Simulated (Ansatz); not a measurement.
## FePt: experiment and calculation

**Experimental background.**

“Dynamical properties of ordered Fe-Pt alloys”, 2015, arxiv:1501.05550 quotes, for a bulk crystal of FePt at 300 K: lattice constant c 3.713 Å.

“Lattice constants and magnetism of L10-ordered FePt under high pressure”, 2023, arxiv:2212.12065 quotes, for a powder of FePt: bulk modulus 264.1 GPa.

The calculation below tries to reproduce these values; the comparison stands at the end.

The calculation used DFT PBE, scalar-relativistic, plane waves, PAW (Ansatz 0.2.0).

Settings: cutoff 420 eV, Γ-centred mesh 20×20×14 on the computed 2-atom cell, Gaussian smearing of 0.10 eV; collinear spin from starting moments 3.3 0.4 μB.

Relaxed structure:

```
Fe Pt
1.0
     2.72910    0.00000    0.00000
     0.00000    2.72910    0.00000
     0.00000    0.00000    3.76523
Fe Pt
1 1
Direct
  0.50000 0.50000 0.50000
  0.00000 0.00000 0.00000
```

- Space group: P4/mmm (No. 123)
- Volume per atom: 14.02 Å³
- Formation energy from the elements' standard states (uncorrected): -0.229 eV/atom
- Kohn–Sham band gap: none (metal)
- Density of states at the Fermi level: 1.3 states/eV per cell
- Orbital (Löwdin) character within 0.5 eV of the Fermi level: Fe 3d 64 %, Pt 5d 23 %, unprojected 5 %
- Bulk modulus: 202 GPa
- Its pressure derivative: 5.4
- Bader charge by site (e): Fe (1 in the cell) 0.66, Pt (1 in the cell) -0.66
- Total moment: 3.30 μB per cell
- Moment by site (μB): Fe1 2.98, Pt2 0.38

Spin-orbit coupling is left out, which matters for the bands of heavy elements.

Only this magnetic start was tried.

Against the measured lattice constant c of FePt, 3.713 Å (300 K; quoted in “Dynamical properties of ordered Fe-Pt alloys”, 2015, arxiv:1501.05550), the calculated 3.765 Å is off by +1.4 %. The calculation is for 0 K without zero-point motion. A measured bulk modulus of FePt is 264.1 GPa (powder; quoted in “Lattice constants and magnetism of L10-ordered FePt under high pressure”, 2023, arxiv:2212.12065); the calculated 202 GPa falls short of it by 23.5 %. The calculation is for 0 K without zero-point motion.

The cell was reached from a generator's guess, though it ends in a space group that the Crystallography Open Database lists for this formula. Löwdin shares on free-atom orbitals overweight diffuse shells.
